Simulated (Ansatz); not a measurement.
# Yb: levels along high-symmetry lines

```
Yb
1.0
     3.87990    0.00000    0.00000
    -1.93995    3.36009    0.00000
     0.00000    0.00000    6.38590
Yb
2
Direct
  0.33333 0.66667 0.25000
  0.66667 0.33333 0.75000
```

Atom numbers follow the list: Yb1, Yb2.

Conventional cell: a = 3.880 Å, b = 3.880 Å, c = 6.386 Å, α = 90.00°, β = 90.00°, γ = 120.00°. Yb (atom 1) has 12 Yb at 3.88 to 3.90 Å as nearest neighbours.

The cell is COD entry 1540221, as deposited and not checked against the literature; nothing was relaxed.

Where the f shell is localised, expect the real compound to differ from this run without U.

Spin–orbit coupling is left out, though it moves levels of the heavy atoms by tenths of an eV or more.

Level of theory: Ansatz 0.2.0, DFT, PBE, all-electron LAPW, scalar-relativistic.

The runs use a Γ-centred 11×11×6 k mesh, Fermi–Dirac smearing of 0.03 eV, basis error target 0.5 meV/atom, no spin polarisation.

Points in fractions of the reciprocal vectors of this cell: Γ (0, 0, 0), M (0.5, 0, 0), K (0.333, 0.333, 0), A (0, 0, 0.5), L (0.5, 0, 0.5), H (0.333, 0.333, 0.5). The path joins them by straight lines in the order Γ–M–K–Γ–A–L–H–A–L; legs that retrace an earlier one aren't tabulated. Energies are in eV from the Fermi level.

Task: Is there a gap?

Result: None at this level of theory (metallic, semimetallic, or a small gap that the functional closes).

Task: List the levels between -20 and 2.5 eV at the symmetry points.

Result: 
Γ: -4.85, -1.76, -0.42, -0.40, -0.40, -0.39, -0.35 (×2), -0.34 (×2), -0.33 (×2), -0.30 (×2), -0.28 (×2), 0.08
M: -1.69, -0.87, -0.41, -0.37, -0.36, -0.36 (×2), -0.36 (×2), -0.35, -0.32, -0.31, -0.30, -0.29, -0.29, -0.28, 0.04, 0.23, 1.54, 2.19
K: -0.55 (×2), -0.41, -0.39, -0.37 (×2), -0.34 (×2), -0.33, -0.32 (×2), -0.30 (×5), -0.18, 0.43, 1.58 (×2), 2.46
A: -3.69 (×2), -0.42 (×2), -0.37 (×2), -0.36 (×4), -0.30 (×4), -0.28 (×2), 1.47 (×2)
L: -1.26 (×2), -0.39 (×2), -0.38 (×2), -0.36 (×2), -0.36 (×2), -0.33 (×2), -0.30 (×4), 0.30 (×2), 1.54 (×2)
H: -0.48 (×2), -0.40 (×2), -0.37 (×2), -0.36 (×2), -0.35 (×2), -0.34 (×2), -0.30 (×2), 0.15 (×2), 0.19 (×2), 0.50 (×2)
